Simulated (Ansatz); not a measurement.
**BN: a line through a two-coordinate scan**

Aim: follow the energy of BN (P-6m2, No. 187; 4 atoms in the cell) along one coordinate, amplitude of mode 4 (47 cm⁻¹), with the other held at normal strain along x = −7.00 %.

Program: Ansatz 0.2.0. Level of theory: DFT PBE+D3(BJ), scalar-relativistic, plane waves, PAW. These are calculated values, not measurements.

11 further runs of the same task are left out: 11 set aside as unsound or not needed.

**1. The starting structure**

It takes space group P-6m2 (No. 187, hexagonal). Conventional cell: a = 2.506 Å, b = 2.506 Å, c = 6.592 Å, α = 90.00°, β = 90.00°, γ = 120.00°. B (site symmetry -6m2) is surrounded by 3 N at 1.45 Å. N (site symmetry -6m2) has 3 B at 1.45 Å as nearest neighbours.

Structure file:

```
B N
1.0
     2.50611    0.00000    0.00000
    -1.25306    2.17036    0.00000
     0.00000    0.00000    6.59240
B N
2 2
Direct
  0.00000 0.00000 0.50000
  0.33333 0.66667 0.00000
  0.00000 0.00000 0.00000
  0.66667 0.33333 0.50000
```

It is the result of an earlier relaxation at this level (volume 8.96 Å³/atom; gap on the mesh: 4.36 eV).

**2. Plan of the line**

The energy is mapped over a normal mode and a strain (zone-centre modes of the cell shown) (x along [1 0 0], y along [1 2 0], z along [0 0 1] of the conventional cell).

The axes are (1) amplitude of mode 4 (47 cm⁻¹), largest displacement in the unstrained cell: 11 values from −0.434 Å; (2) normal strain along x: 7 values from −7.00 %.

Nothing else is relaxed (the pattern is fixed in fractional coordinates). Energies count from the relaxed high-symmetry cell. Points are written as (first, second).

The modes come from a phonon run on the reference cell, made beforehand.

The patterns, per unit of each coordinate (Å):

```
atom      x1     y1     z1
  B1   0.998  0.000  0.000
  B2  -1.000  0.000  0.000
  N3  -0.995  0.000  0.000
  N4   0.997  0.000  0.000
```

**3. The run at (−0.434 Å, −7.00 %)**

input.yaml

```yaml
crystal:
  lattice:
    - [2.330684889, 0.0, 0.0]
    - [-1.1653424445, 2.1703573356, 0.0]
    - [0.0, 0.0, 6.592399887]
  atoms:
    - { symbol: B, position: [-0.1728768184, 0.0, 0.5] }
    - { symbol: B, position: [0.506509897, 0.6666666667, 0.0] }
    - { symbol: "N", position: [0.1723419976, 0.0, 0.0] }
    - { symbol: "N", position: [0.4940933386, 0.3333333333, 0.5] }
basis:
  ecutwfc: 520.0
kpoints:
  mp_grid: { grid: [12, 12, 4] }
hamiltonian:
  xc: pbe
  dispersion: d3bj
scf:
  occupations: { method: methfessel_paxton, width: 0.05 }
output:
  forces: true
  stress: true
  eigenvalues: true
```

Launch:

```console
$ ansatz run input.yaml --threads 1 --pin off --max-ram 2048MiB --backend cpu --events-out ev --progress --plain --runs-dir out
```

Standard output (excerpt; [...] marks lines left out):

```text
Warning: RAYON_NUM_THREADS=1 ignored (pool sized by the plan → 1); use --threads N
[...]
Pseudopotentials: kind: paw
Pseudopotential: B, paw, valence charge 3, recommended cutoff 420 eV (normal), B.paw.azcp
Pseudopotential: N, paw, valence charge 5, recommended cutoff 420 eV (normal), N.paw.azcp
Functional definition: PBE
[...]
Crystal: 4 atoms, lattice volume = 33.347 Å³
Basis set: ecut = 520 eV, 913 PW (Γ), exchange–correlation on 36×40×100 points (8 copies of the dense FFT grid, shifted against one another)
Bands: 12, of which v1, the nominal top of the filled ones, is band 8 counted from 1 (7 counted from 0)
Symmetry: 2 space group operations
Space group: Pm (ITA 6), of the structure as read, at distance tolerance 3.2e-5 Å
k-points: 222 of 576 (time reversal used)
[...]
SCF iter   1: F=—  HF=-1084.775947 eV  |F-HF|=—  |Δ(HF+E_count)|=         —  Δρ=3.39e-3  dr2=1.83e-3  ethr=1.77e-3  ⟨swp⟩=6.6  Hψ=16636  notcnv=0
[...]
SCF iter   5: F=-1084.777219 eV  HF=-1084.777219 eV  |F-HF|=1.08e-7  |Δ(HF+E_count)|=   4.16e-6  S|Δr|=    0.00e0  Δρ=1.85e-5  dr2=5.30e-8  ethr=6.25e-10  ⟨swp⟩=6.8  Hψ=13618  notcnv=0
[...]
SCF converged after 5 iterations
Stability not checked: this state was not tested for a lower state beside it, because cold or Methfessel-Paxton smearing, or corrected tetrahedra, fill the levels in a way that the test cannot read (fill_not_monotonic; see scf.lower_state_search)
Free energy (F): -1084.777219 eV
[...]
E sigma→0 (E₀):  -1084.777219 eV
Fermi energy:    7.659227 eV
Step filling:    the computed levels leave a gap of 3.7344 eV = 74.7 smearing widths at the electron count; against every level under it full and every level over it empty, smearing changes F+E_penalty+E_count by +0.00e0 meV and its σ→0 estimate by +0.00e0 meV
[...]
--- Forces (eV/Å), atoms counted from 1 ---
  atom   1  B      0.04257858    -1.40260768     0.00000000
  atom   2  B     -0.10330524    -1.38576000     0.00000000
  atom   3  N      0.07615110     1.32652594     0.00000000
  atom   4  N     -0.01542051     1.46200337     0.00000000
[...]
--- Stress (GPa, compression-positive) ---
       80.972580       0.406880       0.000000
        0.406882      15.610857       0.000000
        0.000000       0.000000       0.692814
  P = ⅓ Tr σ = 32.4254 GPa (324.254 kbar)
--- Band table (eV; the first three rows and the last of 222) ---
  k-point 0: bands = ["-12.9737", "-12.6748", "-1.3125", "0.7986", "4.0412", "4.0499", "4.5865", "4.5962", "10.6939", "16.1181", "16.4304", "16.8596"]
[...]
```

It took 10 s on 1 thread of Arm Neoverse V1, shared host; peak memory 0.41 GiB.

That is 0.608 eV from the zero.

**4. Grid point (−0.347 Å, −7.00 %)**

input.yaml

```yaml
crystal:
  lattice:
    - [2.330684889, 0.0, 0.0]
    - [-1.1653424445, 2.1703573356, 0.0]
    - [0.0, 0.0, 6.592399887]
  atoms:
    - { symbol: B, position: [-0.1383014547, 0.0, 0.5] }
    - { symbol: B, position: [0.4718745842, 0.6666666667, 0.0] }
    - { symbol: "N", position: [0.1378735981, 0.0, 0.0] }
    - { symbol: "N", position: [0.5286080042, 0.3333333333, 0.5] }
basis:
  ecutwfc: 520.0
kpoints:
  mp_grid: { grid: [12, 12, 4] }
hamiltonian:
  xc: pbe
  dispersion: d3bj
scf:
  occupations: { method: methfessel_paxton, width: 0.05 }
output:
  forces: true
  stress: true
  eigenvalues: true
```

Launch:

```console
$ ansatz run input.yaml --threads 1 --pin off --max-ram 2048MiB --backend cpu --events-out ev --progress --plain --runs-dir out
```

Standard output (excerpt; [...] marks lines left out):

```text
[...]
SCF converged after 5 iterations
Stability not checked: this state was not tested for a lower state beside it, because cold or Methfessel-Paxton smearing, or corrected tetrahedra, fill the levels in a way that the test cannot read (fill_not_monotonic; see scf.lower_state_search)
Free energy (F): -1084.782116 eV
[...]
E sigma→0 (E₀):  -1084.782116 eV
Fermi energy:    7.658829 eV
Step filling:    the computed levels leave a gap of 3.7950 eV = 75.9 smearing widths at the electron count; against every level under it full and every level over it empty, smearing changes F+E_penalty+E_count by +0.00e0 meV and its σ→0 estimate by +0.00e0 meV
[...]
--- Forces (eV/Å), atoms counted from 1 ---
  atom   1  B      0.03347615    -1.39869959     0.00000000
  atom   2  B     -0.07695270    -1.38777930     0.00000000
  atom   3  N      0.04464754     1.34112201     0.00000000
  atom   4  N     -0.00116762     1.44552350     0.00000000
[...]
--- Stress (GPa, compression-positive) ---
       81.072532       0.422135       0.000000
        0.422136      15.634774       0.000000
        0.000000       0.000000       0.440678
  P = ⅓ Tr σ = 32.3827 GPa (323.827 kbar)
--- Band table (eV; the first three rows and the last of 222) ---
  k-point 0: bands = ["-12.9754", "-12.6757", "-1.3131", "0.7970", "4.0304", "4.0580", "4.5762", "4.6033", "10.6933", "16.1227", "16.4287", "16.8602"]
[...]
```

Run time: 10 s. Hardware: 1 thread of Arm Neoverse V1, shared host; peak memory 0.41 GiB.

That is 0.603 eV from the zero.

**5. Grid point (−0.260 Å, −7.00 %)**

input.yaml

```yaml
crystal:
  lattice:
    - [2.330684889, 0.0, 0.0]
    - [-1.1653424445, 2.1703573356, 0.0]
    - [0.0, 0.0, 6.592399887]
  atoms:
    - { symbol: B, position: [-0.103726091, 0.0, 0.5] }
    - { symbol: B, position: [0.4372392715, 0.6666666667, 0.0] }
    - { symbol: "N", position: [0.1034051985, 0.0, 0.0] }
    - { symbol: "N", position: [0.5631226698, 0.3333333333, 0.5] }
basis:
  ecutwfc: 520.0
kpoints:
  mp_grid: { grid: [12, 12, 4] }
hamiltonian:
  xc: pbe
  dispersion: d3bj
scf:
  occupations: { method: methfessel_paxton, width: 0.05 }
output:
  forces: true
  stress: true
  eigenvalues: true
```

Launch:

```console
$ ansatz run input.yaml --threads 1 --pin off --max-ram 2048MiB --backend cpu --events-out ev --progress --plain --runs-dir out
```

Standard output (excerpt; [...] marks lines left out):

```text
Warning: RAYON_NUM_THREADS=1 ignored (pool sized by the plan → 1); use --threads N
[...]
Pseudopotentials: kind: paw
Pseudopotential: B, paw, valence charge 3, recommended cutoff 420 eV (normal), B.paw.azcp
Pseudopotential: N, paw, valence charge 5, recommended cutoff 420 eV (normal), N.paw.azcp
Functional definition: PBE
[...]
Crystal: 4 atoms, lattice volume = 33.347 Å³
Basis set: ecut = 520 eV, 913 PW (Γ), exchange–correlation on 36×40×100 points (8 copies of the dense FFT grid, shifted against one another)
Bands: 12, of which v1, the nominal top of the filled ones, is band 8 counted from 1 (7 counted from 0)
Symmetry: 2 space group operations
Space group: Pm (ITA 6), of the structure as read, at distance tolerance 3.2e-5 Å
k-points: 222 of 576 (time reversal used)
[...]
SCF iter   1: F=—  HF=-1084.786168 eV  |F-HF|=—  |Δ(HF+E_count)|=         —  Δρ=3.39e-3  dr2=1.88e-3  ethr=1.77e-3  ⟨swp⟩=6.6  Hψ=16606  notcnv=0
[...]
Free energy (F): -1084.787354 eV
[...]
E sigma→0 (E₀):  -1084.787354 eV
Fermi energy:    7.679813 eV
Step filling:    the computed levels leave a gap of 3.9347 eV = 78.7 smearing widths at the electron count; against every level under it full and every level over it empty, smearing changes F+E_penalty+E_count by +0.00e0 meV and its σ→0 estimate by +0.00e0 meV
[...]
--- Forces (eV/Å), atoms counted from 1 ---
  atom   1  B      0.02450956    -1.39467863     0.00000000
  atom   2  B     -0.05386276    -1.38984523     0.00000000
  atom   3  N      0.02240078     1.35639732     0.00000000
  atom   4  N      0.00695696     1.42829527     0.00000000
[...]
--- Stress (GPa, compression-positive) ---
       81.179767       0.381934       0.000000
        0.381935      15.659595       0.000000
        0.000000       0.000000       0.170568
  P = ⅓ Tr σ = 32.3366 GPa (323.366 kbar)
--- Band table (eV; the first three rows and the last of 222) ---
  k-point 0: bands = ["-12.9781", "-12.6758", "-1.3137", "0.7954", "4.0166", "4.0687", "4.5618", "4.6142", "10.6927", "16.1276", "16.4263", "16.8612"]
[...]
```

Wall time 9.9 s (1 thread of Arm Neoverse V1, shared host); peak memory 0.41 GiB.

That is 0.598 eV from the zero.

**6. Point (−0.174 Å, −7.00 %)**

input.yaml

```yaml
crystal:
  lattice:
    - [2.330684889, 0.0, 0.0]
    - [-1.1653424445, 2.1703573356, 0.0]
    - [0.0, 0.0, 6.592399887]
  atoms:
    - { symbol: B, position: [-0.0691507274, 0.0, 0.5] }
    - { symbol: B, position: [0.4026039588, 0.6666666667, 0.0] }
    - { symbol: "N", position: [0.068936799, 0.0, 0.0] }
    - { symbol: "N", position: [0.5976373354, 0.3333333333, 0.5] }
basis:
  ecutwfc: 520.0
kpoints:
  mp_grid: { grid: [12, 12, 4] }
hamiltonian:
  xc: pbe
  dispersion: d3bj
scf:
  occupations: { method: methfessel_paxton, width: 0.05 }
output:
  forces: true
  stress: true
  eigenvalues: true
```

Launch:

```console
$ ansatz run input.yaml --threads 1 --pin off --max-ram 2048MiB --backend cpu --events-out ev --progress --plain --runs-dir out
```

Standard output (excerpt; [...] marks lines left out):

```text
[...]
SCF converged after 5 iterations
Stability not checked: this state was not tested for a lower state beside it, because cold or Methfessel-Paxton smearing, or corrected tetrahedra, fill the levels in a way that the test cannot read (fill_not_monotonic; see scf.lower_state_search)
Free energy (F): -1084.791971 eV
[...]
E sigma→0 (E₀):  -1084.791971 eV
Fermi energy:    7.721665 eV
Step filling:    the computed levels leave a gap of 4.1406 eV = 82.8 smearing widths at the electron count; against every level under it full and every level over it empty, smearing changes F+E_penalty+E_count by +0.00e0 meV and its σ→0 estimate by +0.00e0 meV
[...]
--- Forces (eV/Å), atoms counted from 1 ---
  atom   1  B      0.01593055    -1.39126033     0.00000000
  atom   2  B     -0.03387512    -1.39157440     0.00000000
  atom   3  N      0.00905447     1.36955888     0.00000000
  atom   4  N      0.00889284     1.41344495     0.00000000
[...]
--- Stress (GPa, compression-positive) ---
       81.274078       0.289031       0.000000
        0.289032      15.680836       0.000000
        0.000000       0.000000      -0.067264
  P = ⅓ Tr σ = 32.2959 GPa (322.959 kbar)
--- Band table (eV; the first three rows and the last of 222) ---
  k-point 0: bands = ["-12.9812", "-12.6751", "-1.3144", "0.7941", "4.0045", "4.0782", "4.5492", "4.6238", "10.6922", "16.1319", "16.4239", "16.8625"]
[...]
```

Wall time 10 s (1 thread of Arm Neoverse V1, shared host); peak memory 0.41 GiB.

Energy on the map's scale: 0.593 eV.

**7. The run at (−0.087 Å, −7.00 %)**

input.yaml

```yaml
crystal:
  lattice:
    - [2.330684889, 0.0, 0.0]
    - [-1.1653424445, 2.1703573356, 0.0]
    - [0.0, 0.0, 6.592399887]
  atoms:
    - { symbol: B, position: [-0.0345753637, 0.0, 0.5] }
    - { symbol: B, position: [0.3679686461, 0.6666666667, 0.0] }
    - { symbol: "N", position: [0.0344683995, 0.0, 0.0] }
    - { symbol: "N", position: [0.6321520011, 0.3333333333, 0.5] }
basis:
  ecutwfc: 520.0
kpoints:
  mp_grid: { grid: [12, 12, 4] }
hamiltonian:
  xc: pbe
  dispersion: d3bj
scf:
  occupations: { method: methfessel_paxton, width: 0.05 }
output:
  forces: true
  stress: true
  eigenvalues: true
```

Launch:

```console
$ ansatz run input.yaml --threads 1 --pin off --max-ram 2048MiB --backend cpu --events-out ev --progress --plain --runs-dir out
```

Standard output (excerpt; [...] marks lines left out):

```text
Warning: RAYON_NUM_THREADS=1 ignored (pool sized by the plan → 1); use --threads N
[...]
Pseudopotentials: kind: paw
Pseudopotential: B, paw, valence charge 3, recommended cutoff 420 eV (normal), B.paw.azcp
Pseudopotential: N, paw, valence charge 5, recommended cutoff 420 eV (normal), N.paw.azcp
Functional definition: PBE
[...]
Crystal: 4 atoms, lattice volume = 33.347 Å³
Basis set: ecut = 520 eV, 913 PW (Γ), exchange–correlation on 36×40×100 points (8 copies of the dense FFT grid, shifted against one another)
Bands: 12, of which v1, the nominal top of the filled ones, is band 8 counted from 1 (7 counted from 0)
Symmetry: 2 space group operations
Space group: Pm (ITA 6), of the structure as read, at distance tolerance 3.2e-5 Å
k-points: 222 of 576 (time reversal used)
[...]
SCF iter   1: F=—  HF=-1084.794007 eV  |F-HF|=—  |Δ(HF+E_count)|=         —  Δρ=3.38e-3  dr2=1.95e-3  ethr=1.77e-3  ⟨swp⟩=6.5  Hψ=16732  notcnv=0
[...]
Free energy (F): -1084.795123 eV
[...]
E sigma→0 (E₀):  -1084.795123 eV
Fermi energy:    7.720134 eV
Step filling:    the computed levels leave a gap of 4.2690 eV = 85.4 smearing widths at the electron count; against every level under it full and every level over it empty, smearing changes F+E_penalty+E_count by +0.00e0 meV and its σ→0 estimate by +0.00e0 meV
[...]
--- Forces (eV/Å), atoms counted from 1 ---
  atom   1  B      0.00781303    -1.38900482     0.00000000
  atom   2  B     -0.01628725    -1.39270140     0.00000000
  atom   3  N      0.00264192     1.37837864     0.00000000
  atom   4  N      0.00583331     1.40348894     0.00000000
[...]
--- Stress (GPa, compression-positive) ---
       81.338504       0.155506       0.000000
        0.155506      15.694967       0.000000
        0.000000       0.000000      -0.229391
  P = ⅓ Tr σ = 32.2680 GPa (322.680 kbar)
--- Band table (eV; the first three rows and the last of 222) ---
  k-point 0: bands = ["-12.9837", "-12.6744", "-1.3149", "0.7932", "3.9963", "4.0845", "4.5406", "4.6303", "10.6919", "16.1348", "16.4221", "16.8636"]
[...]
```

Wall time 10 s (1 thread of Arm Neoverse V1, shared host); peak memory 0.41 GiB.

Energy on the map's scale: 0.590 eV.

**8. Point (0.000 Å, −7.00 %)**

input.yaml

```yaml
crystal:
  lattice:
    - [2.330684889, 0.0, 0.0]
    - [-1.1653424445, 2.1703573356, 0.0]
    - [0.0, 0.0, 6.592399887]
  atoms:
    - { symbol: B, position: [0.0, 0.0, 0.5] }
    - { symbol: B, position: [0.3333333333, 0.6666666667, 0.0] }
    - { symbol: "N", position: [0.0, 0.0, 0.0] }
    - { symbol: "N", position: [0.6666666667, 0.3333333333, 0.5] }
basis:
  ecutwfc: 520.0
kpoints:
  mp_grid: { grid: [12, 12, 4] }
hamiltonian:
  xc: pbe
  dispersion: d3bj
scf:
  occupations: { method: methfessel_paxton, width: 0.05 }
output:
  forces: true
  stress: true
  eigenvalues: true
```

Launch:

```console
$ ansatz run input.yaml --threads 1 --pin off --max-ram 2048MiB --backend cpu --events-out ev --progress --plain --runs-dir out
```

Standard output (excerpt; [...] marks lines left out):

```text
[...]
SCF converged after 5 iterations
Stability not checked: this state was not tested for a lower state beside it, because cold or Methfessel-Paxton smearing, or corrected tetrahedra, fill the levels in a way that the test cannot read (fill_not_monotonic; see scf.lower_state_search)
Free energy (F): -1084.796241 eV
[...]
E sigma→0 (E₀):  -1084.796241 eV
Fermi energy:    7.691587 eV
Step filling:    the computed levels leave a gap of 4.3314 eV = 86.6 smearing widths at the electron count; against every level under it full and every level over it empty, smearing changes F+E_penalty+E_count by +0.00e0 meV and its σ→0 estimate by +0.00e0 meV
[...]
--- Forces (eV/Å), atoms counted from 1 ---
  atom   1  B      0.00000000    -1.38822001     0.00000000
  atom   2  B      0.00000000    -1.39309801     0.00000000
  atom   3  N      0.00000000     1.38147431     0.00000000
  atom   4  N      0.00000000     1.39998728     0.00000000
[...]
--- Stress (GPa, compression-positive) ---
       81.361393       0.000000       0.000000
        0.000000      15.699901       0.000000
        0.000000       0.000000      -0.286838
  P = ⅓ Tr σ = 32.2582 GPa (322.582 kbar)
--- Band table (eV; the first three rows and the last of 129) ---
  k-point 0: bands = ["-12.9846", "-12.6740", "-1.3151", "0.7929", "3.9934", "4.0867", "4.5376", "4.6325", "10.6917", "16.1359", "16.4214", "16.8640"]
[...]
```

Run time: 5.9 s. Hardware: 1 thread of Arm Neoverse V1, shared host; peak memory 0.35 GiB.

Energy on the map's scale: 0.589 eV.

**9. The line in numbers**

```
amplitude of mode 4 (47 cm⁻¹), largest displacement in the unstrained cell (Å)  step  energy (eV)  slope (eV per Å)  pressure (GPa)  band gap on the k-mesh (eV)  largest force on an atom (eV/Å)
                                                                        −0.434     3        0.608            −0.051          32.425                         3.73                            1.462
                                                                        −0.347     4        0.603            −0.060          32.383                         3.79                            1.446
                                                                        −0.260     5        0.598            −0.059          32.337                         3.94                            1.428
                                                                        −0.174     6        0.593            −0.046          32.296                         4.14                            1.413
                                                                        −0.087     7        0.590            −0.025          32.268                         4.27                            1.404
                                                                         0.000     8        0.589             0.000          32.258                         4.33                            1.400
                                                                         0.087     –        0.590             0.025          32.268                         4.27                            1.404
                                                                         0.174     –        0.593             0.046          32.296                         4.14                            1.413
                                                                         0.260     –        0.598             0.059          32.337                         3.94                            1.428
                                                                         0.347     –        0.603             0.060          32.383                         3.79                            1.446
                                                                         0.434     –        0.608             0.051          32.425                         3.73                            1.462
```

Energies count from the relaxed high-symmetry cell. Rows without a step come from runs not printed here or follow by symmetry. Slopes come from the forces (and the stress, where the cell changes), not from differences of energies.

The lowest point of the line is at 0.000 Å, 0.589 eV from the zero. A fit to energies and slopes at the lowest point and its two neighbours puts the minimum at 0.0000 Å, with a curvature of about 0.3 eV per Å². The highest point computed, at −0.434 Å, lies 0.019 eV above the lowest. This is one cut through a surface in two coordinates; the map's lowest point lies off it.

These are semilocal Kohn-Sham gaps, which aren't the measured quantity. Such gaps usually fall short of the measured ones.
